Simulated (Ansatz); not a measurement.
Runs of Ansatz 0.2.0 on Tc. The structure is hexagonal, space group P6_3/mmc (No. 194). Conventional cell: a = 2.740 Å, b = 2.740 Å, c = 4.398 Å, α = 90.00°, β = 90.00°, γ = 120.00°. Tc (site symmetry -6m2) is surrounded by 12 Tc at 2.71 to 2.74 Å. 

```tsv
level	gap on the mesh (eV)	pressure (GPa)
revPBE	none	6.4
r2SCAN	none	-1.4
BLYP	none	(a)
PBE	none	(b)
LDA	none	-11.2
```

Alike in all rows: task band structure; potentials or basis Ansatz PAW earlier set; no spin polarisation; cell as given; k mesh 6 × 6 × 4; cutoff (eV) 500; smearing fermi-dirac 0.05 eV; the mesh is coarse, so values aren't converged.

Question: Fill in the values left out.

Answer: (a) 16.1; (b) 3.7.

Caveats: all runs use coarse meshes; the PAW data sets come from PBE, with cores solved anew for the run's functional, which leaves a small shift of forces and pressure (some runs).

A k mesh can miss the band edges, and the runs leave out spin-orbit coupling on Tc.

A gap of «none» marks a metal or a gap under the smearing width.
